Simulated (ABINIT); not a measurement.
Here is an ABINIT 10.8.3 (patched build) calculation.

Contents of run.abi:

```
# Datasets: one volume each
ndtset 7
getwfk -1
scalecart1 3*0.9795861087
scalecart2 3*0.9864848297
scalecart3 3*0.9932883884
scalecart4 3*1.0000000000
scalecart5 3*1.0066227096
scalecart6 3*1.0131594038
scalecart7 3*1.0196128224

# Pseudopotentials
pp_dirpath "./"
pseudos "Mo.GGA_PBE-JTH.xml, S.GGA_PBE-JTH.xml"

# Structure
acell 12.122417568 12.122417568 12.122417568
rprim
     0.2463013058     0.1422021252     0.9587044499
    -0.2463013058     0.1422021252     0.9587044499
     0.0000000000    -0.2844042504     0.9587044499
ntypat 2
znucl 42 16
natom 3
typat 1 2 2
xred
     0.0000000000     0.0000000000     0.0000000000
     0.4170000000     0.4170000000     0.4170000000
     0.2500000000     0.2500000000     0.2500000000

# Plane-wave basis
ecut 544.227725 eV
pawecutdg 40.0

# k points
kptopt 1
ngkpt 10 10 10
nshiftk 1
shiftk 0.0 0.0 0.0

# Exchange and correlation
ixc 11

# Bands and occupations
nband 17
occopt 3
tsmear 0.05 eV

# SCF cycle
nstep 100
tolvrs 1.0e-9

# Output
iomode 3
prtwf 1
prtden 0
prteig 0
prtebands 0
```

Potentials or basis: JTH PAW PBE v2.0.

Launch:

```sh
$ abinit run.abi > log 2>&1
```

**Question.** What does it give for the equilibrium volume?

**Answer.** 18.37 Å³/atom.

**Question.** Predict the bulk modulus at fixed shape and positions.

**Answer.** 141 GPa.

Energy against volume, from the lowest point:
| volume (Å³/atom) | energy (meV/atom) |
| --- | --- |
| 16.664 | 83.36 |
| 17.019 | 50.36 |
| 17.373 | 26.38 |
| 17.728 | 10.52 |
| 18.083 | 1.96 |
| 18.437 | 0.00 |
| 18.792 | 3.95 |

Caveat: pressures at fixed basis lie under the slope of the energies; the cell was scaled at fixed shape and fractional positions, which overstates the stiffness of a crystal with free parameters, most of all of layers and chains.
